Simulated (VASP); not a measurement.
# Al (Fm-3m) in VASP: notebook, part 2 of 2

VASP 6.6.1.

## 5. Single point, PBE

The input, INCAR:

```
SYSTEM = Al
PREC     = Accurate       ! precision mode
ENCUT    = 700            ! plane-wave cutoff, eV
EDIFF    = 1E-7           ! SCF threshold, eV
ISMEAR   = 0              ! smearing method
SIGMA    = 0.1            ! smearing width, eV
LREAL    = .FALSE.        ! projectors in reciprocal space
LASPH    = .TRUE.         ! aspherical terms in the spheres
NELM     = 60             ! most SCF steps
ALGO     = Normal         ! electronic algorithm
ISIF     = 2              ! what is computed and relaxed
LWAVE    = .FALSE.        ! write WAVECAR
LCHARG   = .FALSE.        ! write CHGCAR
GGA      = PE             ! functional
NBANDS   = 8              ! bands
```

The input, KPOINTS:

```
regular mesh
0
G
  12 12 12
  0 0 0
```

The input, POSCAR:

```
Al
1.0
    0.0000000000      2.0248050000      2.0248050000
    2.0248050000      0.0000000000      2.0248050000
    2.0248050000      2.0248050000      0.0000000000
Al
1
Direct
    0.0000000000      0.0000000000      0.0000000000
```

Potentials or basis: VASP PAW PBE potentials, release 64 (Al).

Started as:

```sh
$ cat potpaw_PBE.64/Al/POTCAR > POTCAR
$ mpirun -np 1 vasp_std > vasp.out
```

OUTCAR:

```text
SYSTEM = Al
   PREC = Accurate
   ENCUT = 700
   EDIFF = 1E-7
   ISMEAR = 0
   LREAL = .FALSE.
   LASPH = .TRUE.
   NELM = 60
   ISIF = 2
   GGA = PE

 ion  position               nearest neighbor table
   1  0.000  0.000  0.000-

  LATTYP: Found a face centered cubic cell.
 ALAT       =     4.0496100000

  Lattice vectors:

 A1 = (   0.0000000000,   2.0248050000,   2.0248050000)
 A2 = (   2.0248050000,   0.0000000000,   2.0248050000)
 A3 = (   2.0248050000,   2.0248050000,   0.0000000000)

Analysis of symmetry for initial positions (statically):
=====================================================================
 Subroutine PRICEL returns:
 Original cell was already a primitive cell.

 Routine SETGRP: Setting up the symmetry group for a
 face centered cubic supercell.

 Subroutine GETGRP returns: Found 48 space group operations
 (whereof 48 operations were pure point group operations)
 out of a pool of 48 trial point group operations.

The static configuration has the point symmetry O_h .

Analysis of symmetry for dynamics (positions and initial velocities):
=====================================================================
 Subroutine PRICEL returns:
[... 155 lines left out ...]
  energy without entropy =       -3.75294507  energy(sigma->0) =       -3.75373440

 E-fermi :   7.8056     XC(G=0): -10.1737

 val. band max:        7.6991088420   @ k =   0.5000   0.2500   0.0833
 cond. band min:       7.8802366675   @ k =  -0.4167   0.4167   0.0833
 fundamental gap:      0.1811278255
 Fermi energy:         7.8055538993

 k-point     1 :       0.0000    0.0000    0.0000
  band No.  band energies     occupation
      1      -3.1557      2.00000
      2      20.5208      0.00000
      3      20.5208      0.00000
      4      20.5208      0.00000
      5      21.9664      0.00000
      6      21.9664      0.00000
      7      21.9664      0.00000
      8      24.3570      0.00000
[... 243 lines left out ...]
 k-point    24 :      -0.4167    0.1667    0.0000
  band No.  band energies     occupation
      1       3.3948      2.00000
      2       4.8400      2.00000
      3      13.3991      0.00000
      4      16.6759      0.00000
      5      18.5240      0.00000
      6      23.1690      0.00000
      7      25.8592      0.00000
      8      28.8404      0.00000

 [... further k-points ...]
[... 5 lines left out ...]
  --------------------------------------------------------------------------------------
  -------------------------------------------------------------------------------------
  Total       -0.0367963     -0.0367963     -0.0367963      0.0000000      0.0000000      0.0000000
  in kB       -3.5508757     -3.5508757     -3.5508757      0.0000000      0.0000000      0.0000000
  external PRESSURE =      -3.5508757 kB  Pullay stress =       0.0000000 kB

 VOLUME and BASIS-vectors are now :
 -----------------------------------------------------------------------------
  energy-cutoff  :      700.00
  volume of cell :       16.60
      direct lattice vectors                 reciprocal lattice vectors
     0.000000000  2.024805000  2.024805000    -0.246937359  0.246937359  0.246937359
     2.024805000  0.000000000  2.024805000     0.246937359 -0.246937359  0.246937359
     2.024805000  2.024805000  0.000000000     0.246937359  0.246937359 -0.246937359

 POSITION                                       TOTAL-FORCE (eV/Angst)
 -----------------------------------------------------------------------------------
      0.00000      0.00000      0.00000        -0.000000      0.000000     -0.000000
 -----------------------------------------------------------------------------------
    total drift:                                0.000000      0.000000      0.000000

  FREE ENERGIE OF THE ION-ELECTRON SYSTEM (eV)
  ---------------------------------------------------
  free  energy   TOTEN  =        -3.7545237222 eV

  energy  without entropy=       -3.7529450746  energy(sigma->0) =       -3.75373440
```

OSZICAR:

```text
N       E                     dE             d eps       ncg     rms          rms(c)
DAV:   1    -0.204425976125E+01   -0.20443E+01   -0.11008E+03  1152   0.282E+02
DAV:   2    -0.376772736485E+01   -0.17235E+01   -0.16751E+01  1568   0.213E+01
DAV:   3    -0.377648702594E+01   -0.87597E-02   -0.87591E-02  1520   0.169E+00
DAV:   4    -0.377651362276E+01   -0.26597E-04   -0.26597E-04  1744   0.810E-02
DAV:   5    -0.377651374559E+01   -0.12283E-06   -0.12242E-06  1600   0.329E-03    0.129E+00
DAV:   6    -0.376382516828E+01    0.12689E-01   -0.16147E-03  1528   0.195E-01    0.750E-01
DAV:   7    -0.375453011329E+01    0.92951E-02   -0.48784E-03  1496   0.319E-01    0.146E-01
DAV:   8    -0.375452562276E+01    0.44905E-05   -0.12666E-05  1632   0.261E-02    0.848E-03
DAV:   9    -0.375452410825E+01    0.15145E-05   -0.82703E-07  1616   0.413E-03    0.651E-04
DAV:  10    -0.375452375748E+01    0.35077E-06   -0.36753E-09  1472   0.441E-04    0.291E-04
DAV:  11    -0.375452372217E+01    0.35307E-07   -0.12310E-10   856   0.672E-05
   1 F= -.37545237E+01 E0= -.37537344E+01  d E =-.157865E-02
```

It took 9.9 s on 1 thread of Intel Xeon Platinum 8488C (Sapphire Rapids), shared host; peak memory 0.15 GiB.

What came out:

| Quantity | Value |
| --- | --- |
| Free energy | -3.7545 eV |
| Pressure | -0.4 GPa |
| Band gap on the k mesh | none (metal or under the smearing width) |

Levels at points of the mesh, in eV from the Fermi level:
| k point | band 1 | band 2 | band 3 | band 4 |
| --- | --- | --- | --- | --- |
| (0.00, 0.00, 0.00) | -10.96 | 12.72 | 12.72 | 12.72 |
| (0.50, 0.00, 0.00) | -4.44 | -4.24 | 11.47 | 11.47 |
| (0.50, 0.50, 0.00) | -2.78 | -1.47 | 5.39 | 5.70 |

## 6. The runs side by side

```csv
cutoff (eV),gap on the mesh (eV),pressure (GPa)
450,none,-0.4
520,none,-0.4
600,none,-0.4
700,none,-0.4
```

Alike in all rows: task single point; level PBE; potentials or basis VASP PAW PBE potentials, release 64 (Al); no spin polarisation; cell as given; k mesh 12 × 12 × 12; smearing gaussian 0.1 eV.

Every run on the cell as given and a fine mesh finds a metal.

Total energies depend on the potentials used, so only differences within one code and one set of settings carry meaning.
